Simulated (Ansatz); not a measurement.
# BaTiO3 (P1) in Ansatz: band structure with r2SCAN+U

Aim: the band structure of BaTiO3 with r2SCAN+U.

Program: Ansatz 0.2.0. These are calculated values, not measurements. Logs are shortened: lines on timing, memory, paths and dates and some standing lists are left out, and cuts for length are marked.

### Step 1. The crystal as given

The typed cell holds 10 atoms: a = 4.004 Å, b = 5.655 Å, c = 5.670 Å, α = 90.00°, β = 90.21°, γ = 90.00°.

### Step 2. Band structure, r2SCAN+U

File input.yaml:

```yaml
crystal:
  lattice:
    - [-2.82766816, -1.63255497, -2.31773161]
    - [2.82766816, -4.89766492, 0.0]
    - [-2.82766816, -1.63255497, 4.63546322]
  atoms:
    - { symbol: Ba, position: [0.01574546, 0.99510673, 0.97325899] }
    - { symbol: Ba, position: [0.98425454, 0.50489327, 0.52674101] }
    - { symbol: Ti, position: [0.50385971, 0.9895382, 0.503622] }
    - { symbol: Ti, position: [0.46814029, 0.5104618, 0.024378] }
    - { symbol: O, position: [0.53055, 0.23162339, 0.73315727] }
    - { symbol: O, position: [0.48625, 0.75827661, 0.23994273] }
    - { symbol: O, position: [0.47921711, 0.75734423, 0.73348461] }
    - { symbol: O, position: [0.53758289, 0.25275577, 0.23961539] }
    - { symbol: O, position: [0.99088784, 0.02893112, 0.47950327] }
    - { symbol: O, position: [0.04611216, 0.47106888, 0.00369673] }
hamiltonian:
  xc: r2scan
  pseudopotentials: { kind: paw }
  hubbard: { sites: [{ species: Ti, l: d, u_eff: 5.0 }] }
kpoints:
  mp_grid: { grid: [7, 5, 5] }
  band_path:
    path:
      - [[0.0, 0.0, 0.0], [0.0, 0.0, 0.5], [-0.4987186014, 0.0, 0.502576104], [-0.5, 0.0, 0.5], [-0.5, 0.5, 0.5], [-0.5012813986, 0.5, 0.497423896], [-0.5, 0.5, 0.0], [-0.5, 0.0, 0.0], [-0.5012813986, 0.0, 0.497423896]]
      - [[-0.4987186014, 0.5, 0.502576104], [0.0, 0.5, 0.5], [0.0, 0.5, 0.0]]
      - [[0.0, 0.0, 0.5], [0.0, 0.5, 0.5]]
    npoints: 10
scf:
  occupations: { method: fermi_dirac, width: 0.05 }
  n_extra_bands: 25
output:
  forces: true
  stress: true
  eigenvalues: true
  fatbands: false
```

Potentials or basis: Ansatz PAW.

On the command line:

```
ansatz run input.yaml --threads 4 --pin off --max-ram 11264MiB --backend cpu --events-out ev --progress --plain --runs-dir out
```

The log of the run:

```text
Warning: RAYON_NUM_THREADS=4 ignored (pool sized by the plan → 4); use --threads N
Ba: projections on atomic orbitals take those of the free atom [Kr 4d10] 5s2 5p6 6s2, of charge +0.00 (hamiltonian.pseudopotentials.projection_atoms); the dataset's partial waves leave at most 9.7e-6 of an orbital's norm unspanned inside its sphere
Ti: projections on atomic orbitals take those of the free atom [Ne] 3s2 3p6 3d2 4s2, of charge +0.00 (hamiltonian.pseudopotentials.projection_atoms); the dataset's partial waves leave at most 4.1e-7 of an orbital's norm unspanned inside its sphere
O: projections on atomic orbitals take those of the free atom [He] 2s2 2p4, of charge +0.00 (hamiltonian.pseudopotentials.projection_atoms); the dataset's partial waves leave at most 1.9e-8 of an orbital's norm unspanned inside its sphere
scf.n_extra_bands = 25 over 40 filled bands (N_el = 80.0): the run solves 65 bands
Engine: ansatz 0.2.0, x86_64-unknown-linux-gnu
Pseudopotentials: kind: paw
Pseudopotential: Ba, paw, valence charge 10, recommended cutoff 500 eV (meta_gga), Ba.paw.azcp
Pseudopotential: Ti, paw, valence charge 12, recommended cutoff 500 eV (meta_gga), Ti.paw.azcp
Pseudopotential: O, paw, valence charge 6, recommended cutoff 500 eV (meta_gga), O.paw.azcp
Functional definition: r2SCAN
  parameter k0 = 0.174
  parameter k1 = 0.065
  parameter a1 = 4.9479
  exchange = r2scan_x(k0 = k0, k1 = k1, a1 = a1)
  correlation = r2scan_c
Crystal: 10 atoms, lattice volume = 128.393 Å³
Basis set: ecut = 500 eV, 3275 PW (Γ), exchange–correlation on 120×180×180 points (64 copies of the dense FFT grid, shifted against one another)
Bands: 65, of which v1, the nominal top of the filled ones, is band 40 counted from 1 (39 counted from 0)
Symmetry: 1 space group operations
Space group: P1 (ITA 1), of the structure as read, at distance tolerance 5.0e-5 Å
k-points: 88 of 175 (time reversal used)
Non-local potential: Ba, projectors of the file, l = 0: 3, l = 1: 2, l = 2: 2, l = 3: 2
Non-local potential: Ti, projectors of the file, l = 0: 3, l = 1: 2, l = 2: 3, l = 3: 1
Non-local potential: O, projectors of the file, l = 0: 2, l = 1: 2, l = 2: 1
PAW form: soft (Blöchl's): semilocal exchange-correlation on the pseudo side does not see the compensation charge
PAW frozen core: Ba, regenerated for the run's functional (the file was generated under x = pbe(κ = 0.804, μ = 0.2195149727645171), c = pbe(β = 0.06672455060314922))
PAW frozen core: Ti, regenerated for the run's functional (the file was generated under x = pbe(κ = 0.804, μ = 0.2195149727645171), c = pbe(β = 0.06672455060314922))
PAW frozen core: O, regenerated for the run's functional (the file was generated under x = pbe(κ = 0.804, μ = 0.2195149727645171), c = pbe(β = 0.06672455060314922))
PAW one-centre angular grid: Ba, 302 points (default); XC on 160 Gauss nodes
PAW one-centre angular grid: Ti, 590 points (default); XC on 160 Gauss nodes
PAW one-centre angular grid: O, 302 points (default); XC on 160 Gauss nodes
Initial density: superposition of atomic densities (chi_scale 0.1, normalization cell, long waves of neutral atoms under a Hubbard term (reshape's long-wave potential 0.02 eV rms, cloud 2.81 Å wide))
Initial wavefunctions: pseudopotential atomic-orbital guess
Functional: x = r2scan, c = r2scan; τ floored in thin density (d = 2e-4 eV/Å³)
SCF iter   1: F=—  HF=-20358.864683 eV  |F-HF|=—  |Δ(HF+E_count)|=         —  Δρ=6.96e-2  dr2=8.44e0  dr2_τ=8.45e-1  ethr=3.10e-3  ⟨swp⟩=7.0  Hψ=29116  notcnv=0  defer=717
preconditioner: auto → Resta (q_TF=auto, 2.521 Å⁻¹)  ε∞=3.8  [insulator: Δε(μ)=4.295 eV  Ē_g=15.106 eV  σ=0.050 eV  W_gap=1.00  n_scr=38 (ndim 8)  ℏωp=25.4 eV  f_vac=0.000  D(μ)=0.00/eV (n_scr^D=0)  ε∞_Penn≈3.8]
SCF iter   2: F=—  HF=-20358.074485 eV  |F-HF|=—  |Δ(HF+E_count)|=   7.90e-1  Δρ=3.58e-2  dr2=1.25e0  dr2_τ=2.21e-1  ethr=3.10e-3  ⟨swp⟩=3.1  Hψ=11283  notcnv=0  defer=1620
SCF iter   3: F=—  HF=-20358.104938 eV  |F-HF|=—  |Δ(HF+E_count)|=   3.05e-2  Δρ=1.49e-2  dr2=3.04e-1  dr2_τ=2.64e-2  ethr=1.56e-3  ⟨swp⟩=2.6  Hψ=6438  notcnv=0  defer=1620
SCF iter   4: F=—  HF=-20358.135565 eV  |F-HF|=—  |Δ(HF+E_count)|=   3.06e-2  Δρ=6.83e-3  dr2=5.08e-2  dr2_τ=7.19e-3  ethr=3.81e-4  ⟨swp⟩=3.2  Hψ=7895  notcnv=0  defer=1618
SCF iter   5: F=—  HF=-20358.135299 eV  |F-HF|=—  |Δ(HF+E_count)|=   2.66e-4  Δρ=2.73e-3  dr2=9.11e-3  dr2_τ=1.19e-3  ethr=6.35e-5  ⟨swp⟩=2.8  Hψ=10626  notcnv=0  defer=1564
SCF iter   6: F=—  HF=-20358.134331 eV  |F-HF|=—  |Δ(HF+E_count)|=   9.68e-4  Δρ=9.23e-4  dr2=8.28e-4  dr2_τ=1.14e-4  ethr=1.14e-5  ⟨swp⟩=2.1  Hψ=7029  notcnv=0  defer=1564
SCF iter   7: F=—  HF=-20358.134497 eV  |F-HF|=—  |Δ(HF+E_count)|=   1.66e-4  Δρ=3.25e-4  dr2=1.39e-4  dr2_τ=1.11e-5  ethr=1.03e-6  ⟨swp⟩=2.0  Hψ=7561  notcnv=0  defer=1564
SCF iter   8: F=—  HF=-20358.134490 eV  |F-HF|=—  |Δ(HF+E_count)|=   6.54e-6  Δρ=1.07e-4  dr2=1.24e-5  dr2_τ=1.84e-6  ethr=1.73e-7  ⟨swp⟩=2.0  Hψ=6532  notcnv=0  defer=1564
SCF iter   9: F=—  HF=-20358.134493 eV  |F-HF|=—  |Δ(HF+E_count)|=   2.77e-6  Δρ=5.13e-5  dr2=3.54e-6  dr2_τ=2.62e-7  ethr=1.54e-8  ⟨swp⟩=2.0  Hψ=7935  notcnv=0  defer=1564
SCF iter  10: F=—  HF=-20358.134493 eV  |F-HF|=—  |Δ(HF+E_count)|=   3.86e-7  Δρ=1.06e-5  dr2=1.31e-7  dr2_τ=1.41e-8  ethr=4.43e-9  ⟨swp⟩=2.3  Hψ=6350  notcnv=0  defer=1564
SCF iter  11: F=-20358.134493 eV  HF=-20358.134493 eV  |F-HF|=1.64e-8  |Δ(HF+E_count)|=   2.06e-8  Δρ=5.12e-6  dr2=2.81e-8  dr2_τ=4.89e-9  ethr=1.25e-10  ⟨swp⟩=17.6  Hψ=38439  notcnv=0
SCF 1 converged in 11 iterations: F = -20358.134493 eV  dr2 = 2.81e-8
NSCF: frozen V_eff on 113 k-points
SCF converged after 11 iterations
Free energy (F): -20358.134493 eV
Harris-Foulkes:  -20358.134493 eV  (|F-HF|=1.64e-8)
Internal energy: -20358.134493 eV  (E = F + TS)
E sigma→0 (E₀):  -20358.134493 eV
Fermi energy:    12.051035 eV
--- Per-component energies (eV) ---
  E_band       = -350.930383
  E_kinetic    = 1955.273349
  E_local      = -4265.671566  (includes V_loc(G=0)·N_el)
  E_nonlocal   = 397.425710
  E_hartree    = 1667.989467
  E_xc         = -952.981709
  E_vxc        = -1211.838795  (∫ρ·V_xc dr)
  E_hubbard    = 8.171030  (on-site DFT+U / exact-exchange correction)
  E_vhub       = 5.732073  (the Hubbard potential's part of the band-sum identity)
  E_paw        = -13570.145255  (= ΣΔE_a)
  E_vpaw       = -641.514153  (= ΣTr[D̂ρ^β])
  E_aug_tail   = 0.006222  (compensation charges beyond the density's cutoff)
  E_vtau       = 73.679494  (kinetic-family band-sum trace: ∫τ·v_τ [+ j·A + Jᵃ·Aᵃ] dr)
  E_ewald      = -5597.644013
  E_core_change = -0.557728  (= ΣΔE_core)
  E_smearing   = -0.000000  (= −TS)
  E_closure    = 0.000000  (closes the sum)
  Σ components = -20358.134493   (vs F -20358.134493, Δ=0.00e0)
--- Forces (eV/Å), atoms counted from 1 ---
  atom   1  Ba     0.27180283    -1.00861779     1.34163489
  atom   2  Ba    -0.06207568     1.13248067    -1.00913678
  atom   3  Ti     2.02816912    -2.15883701    -1.07535401
  atom   4  Ti    -3.29251446     0.76154381    -1.42774682
  atom   5  O      0.68248205    -0.69116578     1.02802808
  atom   6  O     -0.45924849     0.24979709    -0.35290217
  atom   7  O     -1.58667076     0.61657415     0.38667004
  atom   8  O      1.18807524    -0.25448780     0.01468793
  atom   9  O     -1.47682109     0.86504812    -0.21004545
  atom  10  O      2.70680415     0.48766638     1.30417897
  max |Σ_I F_I| component: 1.47e-5 eV/Å
--- Stress (GPa, compression-positive) ---
        8.245652       1.556791       2.083422
        1.556789       6.722745      -0.325389
        2.083421      -0.325389       7.546242
  P = ⅓ Tr σ = 7.5049 GPa (75.049 kbar)
--- Band table (eV; the first three rows and the last of 88) ---
  k-point 0: bands = ["-49.5953", "-49.5588", "-24.9209", "-24.7842", "-24.7673", "-24.7143", "-24.6759", "-24.6448", "-15.2924", "-15.0028", "-7.8684", "-7.6091", "-7.4176", "-6.9954", "-6.5276", "-6.3114", "-0.2156", "-0.1819", "-0.0522", "-0.0017", "0.0754", "0.3633", "5.7044", "6.2885", "6.3139", "7.2621", "7.3452", "7.6483", "7.8343", "7.8771", "8.1709", "8.4538", "8.5101", "9.0400", "9.1800", "9.3024", "9.8178", "9.9574", "10.0951", "10.3587", "13.6252", "13.7490", "13.8380", "14.7292", "14.8957", "14.9713", "15.1250", "15.1738", "15.6801", "15.8334", "15.9502", "18.0329", "18.3430", "18.5915", "18.8359", "19.2378", "19.3207", "19.5841", "20.6974", "20.7982", "21.0333", "21.2092", "21.6017", "21.7288", "22.0916"]
  k-point 1: bands = ["-49.5953", "-49.5589", "-24.9209", "-24.7831", "-24.7640", "-24.7177", "-24.6758", "-24.6460", "-15.2727", "-15.0196", "-7.8845", "-7.6521", "-7.4221", "-6.9980", "-6.5295", "-6.2892", "-0.2127", "-0.1093", "-0.0323", "0.0049", "0.1897", "0.3351", "5.8621", "6.3815", "6.4941", "7.2629", "7.3747", "7.5120", "7.7318", "7.8046", "8.1236", "8.2232", "8.5261", "8.7837", "9.1487", "9.3302", "9.6305", "9.8216", "10.0000", "10.2039", "13.7713", "13.8373", "13.9404", "14.7650", "14.9088", "15.0192", "15.0965", "15.2623", "15.7443", "16.1472", "16.2355", "18.0329", "18.2938", "18.6615", "18.8778", "19.3072", "19.4920", "19.6186", "20.3381", "20.5543", "20.7087", "21.3018", "21.6847", "21.7224", "21.9613"]
  k-point 2: bands = ["-49.5954", "-49.5590", "-24.9208", "-24.7811", "-24.7573", "-24.7246", "-24.6756", "-24.6481", "-15.2332", "-15.0548", "-7.9207", "-7.7049", "-7.4305", "-7.0041", "-6.5243", "-6.2654", "-0.2013", "-0.0511", "0.0242", "0.0727", "0.2720", "0.3775", "6.2193", "6.5162", "6.9850", "7.0444", "7.2721", "7.5111", "7.6160", "7.6984", "7.8207", "8.0319", "8.2396", "8.5148", "9.1520", "9.2684", "9.3859", "9.6817", "9.8553", "9.9534", "13.9737", "14.1140", "14.2275", "14.5229", "14.6811", "14.7881", "15.3143", "15.6748", "16.1156", "16.8082", "17.0848", "17.3033", "17.9656", "18.6341", "19.0357", "19.2542", "19.5906", "19.7752", "20.0719", "20.2227", "20.7246", "21.5084", "21.7347", "21.8693", "21.9622"]
  k-point 87: bands = ["-49.5945", "-49.5580", "-24.9640", "-24.7830", "-24.7556", "-24.7255", "-24.7143", "-24.6436", "-15.1375", "-14.9658", "-7.9344", "-7.4048", "-7.3437", "-6.7668", "-6.5029", "-6.2990", "-0.5966", "-0.5087", "-0.4039", "0.1303", "0.2155", "0.2775", "5.6737", "6.0569", "6.4521", "6.6241", "6.9335", "7.2477", "7.3618", "7.4794", "7.8635", "7.9619", "8.1422", "8.6091", "8.9125", "9.1557", "9.3161", "9.9867", "10.0451", "10.3890", "14.0369", "14.6729", "14.7207", "15.0853", "15.1190", "15.2246", "15.3510", "16.7288", "17.3644", "17.6765", "17.9027", "18.2729", "18.3656", "18.7992", "18.8455", "19.5425", "19.6893", "20.2747", "20.4887", "20.8491", "21.1863", "21.4630", "21.7480", "21.8278", "21.9920"]
Occupation matrices written to <dir>
```

Run time: 3.4 min. Hardware: 4 threads of AMD EPYC, shared host; peak memory 1.7 GiB.

What came out:

```
Free energy             : -20358.1345 eV
Pressure                : 7.5 GPa
Largest force           : 3.669 eV/Å
Band gap on the k mesh  : 3.22 eV, indirect (least direct gap 3.27 eV)
Band gap along the path : 3.19 eV, indirect (least direct gap 3.27 eV)
```

Forces in eV/Å, atoms in the order of the input:
```
Ba   0.272 -1.009  1.342
Ba  -0.062  1.132 -1.009
Ti   2.028 -2.159 -1.075
Ti  -3.293  0.762 -1.428
O    0.682 -0.691  1.028
O   -0.459  0.250 -0.353
O   -1.587  0.617  0.387
O    1.188 -0.254  0.015
O   -1.477  0.865 -0.210
O    2.707  0.488  1.304
```

Levels at the corners of the path, in eV from the valence-band top:
| point | band 36 | band 37 | band 38 | band 39 | band 40 | band 41 | band 42 | band 43 | band 44 | band 45 |
| --- | --- | --- | --- | --- | --- | --- | --- | --- | --- | --- |
| Γ | -1.14 | -0.62 | -0.48 | -0.34 | -0.08 | 3.19 | 3.31 | 3.40 | 4.29 | 4.46 |
| Y | -1.17 | -1.07 | -0.77 | -0.58 | -0.57 | 3.61 | 3.70 | 3.89 | 4.05 | 4.15 |
| H | -1.21 | -1.13 | -0.95 | -0.40 | -0.11 | 4.07 | 4.20 | 4.33 | 4.45 | 4.64 |
| C | -1.21 | -1.13 | -0.95 | -0.40 | -0.11 | 4.07 | 4.20 | 4.33 | 4.45 | 4.64 |
| E | -1.30 | -0.97 | -0.95 | -0.20 | 0.00 | 4.29 | 4.35 | 4.40 | 4.49 | 4.64 |
| M1 | -1.30 | -0.97 | -0.95 | -0.20 | 0.00 | 4.29 | 4.35 | 4.40 | 4.49 | 4.64 |
| A | -1.33 | -1.15 | -0.59 | -0.42 | -0.15 | 3.92 | 4.25 | 4.31 | 4.45 | 4.63 |
| X | -1.23 | -1.06 | -0.19 | -0.11 | 0.00 | 3.29 | 4.26 | 4.32 | 4.41 | 4.81 |
| H1 | -1.21 | -1.13 | -0.95 | -0.40 | -0.11 | 4.07 | 4.20 | 4.33 | 4.45 | 4.64 |
| M | -1.30 | -0.97 | -0.95 | -0.20 | 0.00 | 4.29 | 4.35 | 4.40 | 4.49 | 4.64 |
| D | -1.42 | -1.25 | -1.12 | -0.92 | -0.48 | 3.40 | 3.40 | 4.24 | 4.33 | 4.46 |
| Z | -1.39 | -1.18 | -0.82 | -0.46 | -0.26 | 3.49 | 3.71 | 3.89 | 4.02 | 4.20 |
| Y | -1.17 | -1.07 | -0.77 | -0.58 | -0.57 | 3.61 | 3.70 | 3.89 | 4.05 | 4.15 |
| D | -1.42 | -1.25 | -1.12 | -0.92 | -0.48 | 3.40 | 3.40 | 4.24 | 4.33 | 4.46 |

Eigenvalues of the final occupation matrices:
| site | spin | trace | eigenvalues |
| --- | --- | --- | --- |
| site 1 | 1 | 1.04 | 0.15 0.15 0.16 0.28 0.29 |
| site 2 | 1 | 1.08 | 0.15 0.18 0.18 0.27 0.30 |

Caveat: spin-orbit coupling is left out, which moves the levels of the heavy elements; the PAW data sets come from PBE, with cores solved anew for the run's functional, which leaves a small shift of forces and pressure; forces of over 1 eV/Å show positions far from the minimum, so gaps and moduli don't describe the material at rest.
